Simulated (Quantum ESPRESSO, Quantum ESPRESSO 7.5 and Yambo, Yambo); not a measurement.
**GaP (F-43m): G0W0 with Yambo, start to end**

Aim: the G0W0 gap of GaP (F-43m) on PBE, step by step.

Main program and level: Quantum ESPRESSO 7.5 and Yambo 5.3.0; PBE and many-body steps on it, plane waves.

**The experiments to reproduce.**

- Gap 2.25 ± 0.04 eV: optical gap from Tauc plot (fundamental, indirect); spectroscopic ellipsometry, Tauc-Lorentz fit and Tauc plot; 300 K; film (GaP layer on Si reference sample) on Si (“Assessment of GaPSb/Si tandem material association properties for photoelectrochemical cells”, 2020, arxiv:2002.02774).

## 1. Set-up

It takes space group F-43m (No. 216, cubic). The conventional cell has a = 5.450 Å, b = 5.450 Å, c = 5.450 Å, α = 90.00°, β = 90.00°, γ = 90.00°. Nearest to Ga lie 4 P at 2.36 Å. Nearest to P lie 4 Ga at 2.36 Å. Farther neighbours are not listed.

The cell and positions come from the Crystallography Open Database and are kept as given unless a step says otherwise.

## 2. Ground state

This step: Quantum ESPRESSO 7.5; DFT, PBE, plane waves, norm-conserving pseudopotentials.

The ground-state density comes first.

Contents of pw.in:

```
&control
  calculation = 'scf'
  prefix = 'x'
  outdir = 'o'
  pseudo_dir = 'pseudo'
/
&system
  ibrav = 0
  nat = 2
  ntyp = 2
  ecutwfc = 104.0
  nbnd = 18
  force_symmorphic = .true.
/
&electrons
  conv_thr = 1e-10
  electron_maxstep = 80
  mixing_beta = 0.5
/
ATOMIC_SPECIES
  Ga 69.723 Ga.upf
  P 30.974 P.upf
CELL_PARAMETERS angstrom
  0.0000000000 2.7252500000 2.7252500000
  2.7252500000 0.0000000000 2.7252500000
  2.7252500000 2.7252500000 0.0000000000
ATOMIC_POSITIONS crystal
  Ga 0.0000000000 0.0000000000 0.0000000000
  P 0.2500000000 0.2500000000 0.2500000000
K_POINTS automatic
  6 6 6 0 0 0
```

The run is started by

```
> OMP_NUM_THREADS=1 mpirun -n 4 pw.x -nk 4 -in pw.in > pw.out
```

Output:

```text
Program PWSCF v.7.5 starts

     This program is part of the open-source Quantum ESPRESSO suite
     for quantum simulation of materials; please cite
         "P. Giannozzi et al., J. Phys.:Condens. Matter 21 395502 (2009);
         "P. Giannozzi et al., J. Phys.:Condens. Matter 29 465901 (2017);
         "P. Giannozzi et al., J. Chem. Phys. 152 154105 (2020);
     in publications or presentations arising from this work. More details at
     Message from routine setup:
     using ibrav=0 with symmetry is DISCOURAGED, use correct ibrav instead

     G-vector sticks info

     bravais-lattice index     =            0
     lattice parameter (alat)  =       7.2832  a.u.
     unit-cell volume          =     273.1780 (a.u.)^3
     number of atoms/cell      =            2
     number of atomic types    =            2
     number of electrons       =        26.00
     number of Kohn-Sham states=           18
     kinetic-energy cutoff     =     104.0000  Ry
     charge density cutoff     =     416.0000  Ry
     scf convergence threshold =      1.0E-10
     mixing beta               =       0.5000
     number of iterations used =            8  plain     mixing
     Exchange-correlation= PBE
                           (   1   4   3   4   0   0   0)

     celldm(1)=   7.283166  celldm(2)=   0.000000  celldm(3)=   0.000000
     celldm(4)=   0.000000  celldm(5)=   0.000000  celldm(6)=   0.000000

     crystal axes: (cart. coord. in units of alat)
               a(1) = (   0.000000   0.707107   0.707107 )
               a(2) = (   0.707107   0.000000   0.707107 )
               a(3) = (   0.707107   0.707107   0.000000 )

     reciprocal axes: (cart. coord. in units 2 pi/alat)
               b(1) = ( -0.707107  0.707107  0.707107 )
               b(2) = (  0.707107 -0.707107  0.707107 )
               b(3) = (  0.707107  0.707107 -0.707107 )
     Pseudo is Norm-conserving + core correction, Zval = 21.0
     Generated using ONCVPSP code by D. R. Hamann
     Using radial grid of 1902 points,  6 beta functions with:
     Pseudo is Norm-conserving + core correction, Zval =  5.0
     Generated using ONCVPSP code by D. R. Hamann
     Using radial grid of 1298 points,  6 beta functions with:
     Ga               21.00    69.72300     Ga( 1.00)
     P                 5.00    30.97400     P ( 1.00)

     24 Sym. Ops. (no inversion) found

   Cartesian axes

     site n.     atom                  positions (alat units)
         1        Ga     tau(   1) = (   0.0000000   0.0000000   0.0000000  )
         2        P      tau(   2) = (   0.3535534   0.3535534   0.3535534  )

     number of k points=    16
                       cart. coord. in units 2pi/alat
        k(    1) = (   0.0000000   0.0000000   0.0000000), wk =   0.0092593
        k(    2) = (   0.1178511   0.1178511  -0.1178511), wk =   0.0740741
        k(    3) = (   0.2357023   0.2357023  -0.2357023), wk =   0.0740741
        k(    4) = (  -0.3535534  -0.3535534   0.3535534), wk =   0.0370370
        k(    5) = (   0.2357023   0.0000000  -0.0000000), wk =   0.0555556
        k(    6) = (   0.3535534   0.1178511  -0.1178511), wk =   0.2222222
        k(    7) = (  -0.2357023  -0.4714045   0.4714045), wk =   0.2222222
        k(    8) = (  -0.1178511  -0.3535534   0.3535534), wk =   0.2222222
        k(    9) = (   0.0000000  -0.2357023   0.2357023), wk =   0.1111111
        k(   10) = (   0.4714045   0.0000000  -0.0000000), wk =   0.0555556
     [... 4 further rows ...]
        k(   15) = (  -0.1178511  -0.3535534   0.5892557), wk =   0.2222222
        k(   16) = (  -0.7071068   0.2357023   0.0000000), wk =   0.1111111

     Dense  grid:    39189 G-vectors     FFT dimensions: (  48,  48,  48)

     Initial potential from superposition of free atoms

     starting charge      25.9972, renormalised to      26.0000
     Starting wfcs are   17 randomized atomic wfcs +    1 random wfcs

     per-process dynamical memory:    33.3 Mb

     Self-consistent Calculation

     iteration #  1     ecut=   104.00 Ry     beta= 0.50

     Threshold (ethr) on eigenvalues was too large:
     Diagonalizing with lowered threshold

     total energy              =    -510.55466090 Ry
     estimated scf accuracy    <       0.07627260 Ry

     iteration #  2     ecut=   104.00 Ry     beta= 0.50

     total energy              =    -510.56714681 Ry
     estimated scf accuracy    <       0.00763678 Ry

     iteration #  3     ecut=   104.00 Ry     beta= 0.50

     total energy              =    -510.56757512 Ry
     estimated scf accuracy    <       0.00140378 Ry

     iteration #  4     ecut=   104.00 Ry     beta= 0.50

     total energy              =    -510.56761405 Ry
     estimated scf accuracy    <       0.00002115 Ry

     iteration #  5     ecut=   104.00 Ry     beta= 0.50

     total energy              =    -510.56761898 Ry
     estimated scf accuracy    <       0.00000133 Ry

     iteration #  6     ecut=   104.00 Ry     beta= 0.50

     total energy              =    -510.56761937 Ry
     estimated scf accuracy    <       0.00000011 Ry

     iteration #  7     ecut=   104.00 Ry     beta= 0.50

     total energy              =    -510.56761939 Ry
     estimated scf accuracy    <       0.00000001 Ry

     iteration #  8     ecut=   104.00 Ry     beta= 0.50

     total energy              =    -510.56761940 Ry
     estimated scf accuracy    <          1.1E-09 Ry

     iteration #  9     ecut=   104.00 Ry     beta= 0.50

     total energy              =    -510.56761940 Ry
     estimated scf accuracy    <          1.7E-10 Ry

     iteration # 10     ecut=   104.00 Ry     beta= 0.50

     End of self-consistent calculation

          k = 0.0000 0.0000 0.0000 (  4909 PWs)   bands (ev):

  -135.1871 -85.9118 -85.9118 -85.9118  -6.3350  -6.3350  -6.3350  -6.2380
    -6.2380  -4.2883   8.2046   8.2046   8.2046  10.0222  12.0913  12.0913
    12.0913  17.0191

          k = 0.1179 0.1179-0.1179 (  4894 PWs)   bands (ev):

  -135.1871 -85.9119 -85.9119 -85.9117  -6.3581  -6.3272  -6.3272  -6.2375
    -6.2375  -3.9320   5.8169   7.8340   7.8340  10.6145  12.6393  12.6393
    13.2293  17.1338

          k = 0.2357 0.2357-0.2357 (  4879 PWs)   bands (ev):

  -135.1871 -85.9118 -85.9118 -85.9117  -6.3986  -6.3147  -6.3147  -6.2336
    -6.2336  -2.9849   2.9975   7.2984   7.2984  10.1008  13.0159  13.0159
    15.7999  17.8125

          k =-0.3536-0.3536 0.3536 (  4910 PWs)   bands (ev):

     [... further k-points ...]

     highest occupied, lowest unoccupied level (ev):     8.2046    9.8577

!    total energy              =    -510.56761940 Ry
     estimated scf accuracy    <          3.7E-12 Ry

     The total energy is the sum of the following terms:
     one-electron contribution =    -463.64771317 Ry
     hartree contribution      =     232.70753897 Ry
     xc contribution           =     -55.84463281 Ry
     ewald contribution        =    -223.78281239 Ry

     convergence has been achieved in  10 iterations

     XML data file, charge density, pseudopotentials, collected wavefunctions

=------------------------------------------------------------------------------=
   JOB DONE.
=------------------------------------------------------------------------------=
```

Run time: 7.6 s. Hardware: 4 MPI ranks of Arm Neoverse V1, shared host; peak memory 0.29 GiB; 30 s of CPU time.

This step gave:

```yaml
total_energy: -6946.6263 eV
gap: 1.653 eV
k_of_the_valence_top: 0, 0, 0
k_of_the_conduction_bottom: 0, -0.5, -0.5
least_direct_gap: 1.818 eV
```

The gap is indirect, with the least direct gap 0.16 eV higher.

## 3. Bands along the symmetry lines

The cheap functional maps the bands first; the places of the edges decide which points the dearer methods must see.

Contents of pw.in:

```
&control
  calculation = 'bands'
  prefix = 'x'
  outdir = 'o'
  pseudo_dir = 'pseudo'
/
&system
  ibrav = 0
  nat = 2
  ntyp = 2
  ecutwfc = 104.0
  nbnd = 19
  force_symmorphic = .true.
/
&electrons
  conv_thr = 1e-9
  electron_maxstep = 80
  diago_full_acc = .true.
  diago_thr_init = 5e-6
/
ATOMIC_SPECIES
  Ga 69.723 Ga.upf
  P 30.974 P.upf
CELL_PARAMETERS angstrom
  0.0000000000 2.7252500000 2.7252500000
  2.7252500000 0.0000000000 2.7252500000
  2.7252500000 2.7252500000 0.0000000000
ATOMIC_POSITIONS crystal
  Ga 0.0000000000 0.0000000000 0.0000000000
  P 0.2500000000 0.2500000000 0.2500000000
K_POINTS crystal
  50
  0.00000000 0.00000000 0.00000000 1
  -0.06250000 -0.06250000 0.00000000 1
  -0.12500000 -0.12500000 0.00000000 1
  -0.18750000 -0.18750000 0.00000000 1
  -0.25000000 -0.25000000 0.00000000 1
  -0.31250000 -0.31250000 0.00000000 1
  -0.37500000 -0.37500000 0.00000000 1
  -0.43750000 -0.43750000 0.00000000 1
  -0.50000000 -0.50000000 0.00000000 1
  -0.48437500 -0.48437500 0.03125000 1
  -0.46875000 -0.46875000 0.06250000 1
  -0.45312500 -0.45312500 0.09375000 1
  -0.43750000 -0.43750000 0.12500000 1
  -0.42187500 -0.42187500 0.15625000 1
  -0.40625000 -0.40625000 0.18750000 1
  -0.39062500 -0.39062500 0.21875000 1
  -0.37500000 -0.37500000 0.25000000 1
  -0.37500000 0.00000000 0.37500000 1
  -0.32812500 0.00000000 0.32812500 1
  -0.28125000 0.00000000 0.28125000 1
  -0.23437500 0.00000000 0.23437500 1
  -0.18750000 0.00000000 0.18750000 1
  -0.14062500 0.00000000 0.14062500 1
  -0.09375000 0.00000000 0.09375000 1
  -0.04687500 0.00000000 0.04687500 1
  0.00000000 0.00000000 0.00000000 1
  0.00000000 0.00000000 0.06250000 1
  0.00000000 0.00000000 0.12500000 1
  0.00000000 0.00000000 0.18750000 1
  0.00000000 0.00000000 0.25000000 1
  0.00000000 0.00000000 0.31250000 1
  0.00000000 0.00000000 0.37500000 1
  0.00000000 0.00000000 0.43750000 1
  -0.00000000 -0.00000000 0.50000000 1
  -0.06250000 -0.03125000 0.46875000 1
  -0.12500000 -0.06250000 0.43750000 1
  -0.18750000 -0.09375000 0.40625000 1
  -0.25000000 -0.12500000 0.37500000 1
  -0.31250000 -0.15625000 0.34375000 1
  -0.37500000 -0.18750000 0.31250000 1
  -0.43750000 -0.21875000 0.28125000 1
  -0.50000000 -0.25000000 0.25000000 1
  -0.50000000 -0.28125000 0.21875000 1
  -0.50000000 -0.31250000 0.18750000 1
  -0.50000000 -0.34375000 0.15625000 1
  -0.50000000 -0.37500000 0.12500000 1
  -0.50000000 -0.40625000 0.09375000 1
  -0.50000000 -0.43750000 0.06250000 1
  -0.50000000 -0.46875000 0.03125000 1
  -0.50000000 -0.50000000 0.00000000 1
```

Output:

```text
[banner, memory and clock lines left out]
Program PWSCF v.7.5 starts

     Atomic positions and unit cell read from directory:
     o/x.save/

     Message from routine setup:
     using ibrav=0 with symmetry is DISCOURAGED, use correct ibrav instead

     G-vector sticks info

     bravais-lattice index     =            0
     lattice parameter (alat)  =       7.2832  a.u.
     unit-cell volume          =     273.1780 (a.u.)^3
     number of atoms/cell      =            2
     number of atomic types    =            2
     number of electrons       =        26.00
     number of Kohn-Sham states=           19
     kinetic-energy cutoff     =     104.0000  Ry
     charge density cutoff     =     416.0000  Ry
     Exchange-correlation= PBE
                           (   1   4   3   4   0   0   0)

     celldm(1)=   7.283166  celldm(2)=   0.000000  celldm(3)=   0.000000
     celldm(4)=   0.000000  celldm(5)=   0.000000  celldm(6)=   0.000000

     crystal axes: (cart. coord. in units of alat)
               a(1) = (   0.000000   0.707107   0.707107 )
               a(2) = (   0.707107   0.000000   0.707107 )
               a(3) = (   0.707107   0.707107   0.000000 )

     reciprocal axes: (cart. coord. in units 2 pi/alat)
               b(1) = ( -0.707107  0.707107  0.707107 )
               b(2) = (  0.707107 -0.707107  0.707107 )
               b(3) = (  0.707107  0.707107 -0.707107 )
     Pseudo is Norm-conserving + core correction, Zval = 21.0
     Generated using ONCVPSP code by D. R. Hamann
     Using radial grid of 1902 points,  6 beta functions with:
     Pseudo is Norm-conserving + core correction, Zval =  5.0
     Generated using ONCVPSP code by D. R. Hamann
     Using radial grid of 1298 points,  6 beta functions with:
     Ga               21.00    69.72300     Ga( 1.00)
     P                 5.00    30.97400     P ( 1.00)

     24 Sym. Ops. (no inversion) found

   Cartesian axes

     site n.     atom                  positions (alat units)
         1        Ga     tau(   1) = (   0.0000000   0.0000000   0.0000000  )
         2        P      tau(   2) = (   0.3535534   0.3535534   0.3535534  )

     number of k points=    50
                       cart. coord. in units 2pi/alat
        k(    1) = (   0.0000000   0.0000000   0.0000000), wk =   0.0400000
        k(    2) = (   0.0000000   0.0000000  -0.0883883), wk =   0.0400000
        k(    3) = (   0.0000000   0.0000000  -0.1767767), wk =   0.0400000
[...]
[... 38 further rows ...]
        k(   49) = (   0.0441942  -0.0000000  -0.7071068), wk =   0.0400000
        k(   50) = (   0.0000000   0.0000000  -0.7071068), wk =   0.0400000

     Dense  grid:    39189 G-vectors     FFT dimensions: (  48,  48,  48)

     The potential is recalculated from file :
     o/x.save/charge-density

     Starting wfcs are   17 randomized atomic wfcs +    2 random wfcs

     Band Structure Calculation

     End of band structure calculation

          k = 0.0000 0.0000 0.0000 (  4909 PWs)   bands (ev):

  -135.1871 -85.9119 -85.9119 -85.9119  -6.3350  -6.3350  -6.3350  -6.2380
    -6.2380  -4.2883   8.2046   8.2046   8.2046  10.0222  12.0913  12.0913
    12.0913  17.0191  17.9322

          k = 0.0000 0.0000-0.0884 (  4925 PWs)   bands (ev):

  -135.1871 -85.9120 -85.9120 -85.9119  -6.3414  -6.3328  -6.3328  -6.2389
[...]
12.3582  17.2971  17.4002

          k = 0.0000 0.0000-0.1768 (  4897 PWs)   bands (ev):

[...]
13.0343  16.2945  18.1743

          k =-0.0000 0.0000-0.2652 (  4905 PWs)   bands (ev):

[...]
k = 0.0000 0.0000-0.3536 (  4865 PWs)   bands (ev):

[...]
k = 0.0000-0.0000-0.4419 (  4897 PWs)   bands (ev):

[...]
k =-0.0000 0.0000-0.5303 (  4884 PWs)   bands (ev):

[...]
k = 0.0000-0.0000-0.6187 (  4888 PWs)   bands (ev):

[...]
k = 0.5303-0.0000-0.5303 (  4914 PWs)   bands (ev):

[...]
k = 0.0000 0.0000 0.0000 (  4909 PWs)   bands (ev):

[...]
k = 0.1326 0.0000-0.7071 (  4894 PWs)   bands (ev):

[...]
k = 0.0884-0.0000-0.7071 (  4884 PWs)   bands (ev):

[...]
k = 0.0442-0.0000-0.7071 (  4886 PWs)   bands (ev):

[...]
18.6220  19.4728  20.3724

          k = 0.0000 0.0000-0.7071 (  4880 PWs)   bands (ev):

  -135.1871 -85.9118 -85.9118 -85.9118  -6.4532  -6.2736  -6.2693  -6.2693
    -6.2157  -1.3230   1.4502   5.5220   5.5221   9.8577  10.0292  18.7819
    18.7820  19.3886  21.1020

     XML data file, pseudopotentials, collected wavefunctions
```

Elapsed: 5.9 s, on 4 MPI ranks; peak memory 0.24 GiB; 23 s of CPU time.

This step gave:

```yaml
gap: 1.594 eV
k_of_the_valence_top: 0, 0, 0
k_of_the_conduction_bottom: -0.4375, -0.4375, 0
least_direct_gap: 1.818 eV
```

The gap is 1.594 eV, −0.059 eV from the run before at this level.

Electronic bands along the path, in eV, zero at the top of the highest filled band:

```csv
point,band 10,band 11,band 12,band 13,band 14,band 15,band 16,band 17
Γ,-12.49,0.00,0.00,0.00,1.82,3.89,3.89,3.89
halfway,-11.46,-3.67,-1.68,-1.68,2.18,3.72,6.74,6.74
X,-9.53,-6.75,-2.68,-2.68,1.65,1.82,10.58,10.58
halfway,-9.51,-6.70,-3.24,-2.57,1.85,2.75,9.52,9.66
U,-9.56,-6.55,-3.94,-2.25,2.19,4.80,8.23,8.26
jump to K,-9.56,-6.55,-3.94,-2.25,2.19,4.80,8.23,8.26
halfway,-11.35,-4.24,-2.44,-0.66,3.29,4.99,5.00,5.87
Γ,-12.49,0.00,0.00,0.00,1.82,3.89,3.89,3.89
halfway,-11.72,-3.88,-0.66,-0.66,2.15,4.74,4.74,6.34
L,-10.43,-6.63,-1.12,-1.12,1.67,4.72,4.72,8.28
halfway,-10.02,-6.42,-3.19,-1.93,3.45,4.30,6.45,7.91
W,-9.44,-6.55,-3.57,-3.42,4.70,4.86,6.10,6.15
halfway,-9.48,-6.66,-3.16,-3.09,2.77,2.94,8.49,8.58
X,-9.53,-6.75,-2.68,-2.68,1.65,1.82,10.58,10.58
```

The electronic bands as a text plot (rows in eV, shown from -8.0 to 7.5 only):

```
    7.2 |    +             +                 ++         +   +
    6.5 |     ++            ++              +         ++ + +
    5.9 |    +             ++++++++                  +  +++
    5.2 |                       +  ++      +        +    +
    4.6 |  ++            ++      ++      +++++++++++++++++++
    3.9 |++  +++                   ++++++++            ++   +
    3.3 |  ++   ++      +     +++++                  ++
    2.6 | +  +    +    +   +++     ++    +++        +        ++
    2.0 |+    ++++ ++++++++          ++++   +++++ ++          +++
    1.4 |         ++++                           +
    0.7 |
    0.1 |**                        ********
   -0.6 | ***                   ******  *  ****
   -1.2 |    *              ****               ******
   -1.9 |  ** ****         *     ****    **         ***
   -2.5 |    *    *********     *          *         * **      **
   -3.2 |             ***     ** **                   *  ******
   -3.8 |     **         *****              *          *****
   -4.5 |       **              *
   -5.1 |                     **             **
   -5.7 |         *         **                 *
   -6.4 |          **  *****                    ***************
   -7.0 |            **                                        **
   -7.7 |
         Γ           X  U|K            Γ         L        W     X
```

[end of part 1 of 3]

[Paths, hosts, dates, memory and timing lines, banners, echoed tables and standing remarks are left out of the program output.]

[Logs are printed without paths, hosts, clocks, repeated set-up lines and the standing remarks that a program may print on its own settings, such as how far it seeks lower states.]

[Runs of the session that timed out or met a known fault of the program may be left out.]

[Hosts, paths, dates, database ids (printed as entryN), source tags and the programs' standing remarks are cut or masked in the printed files.]
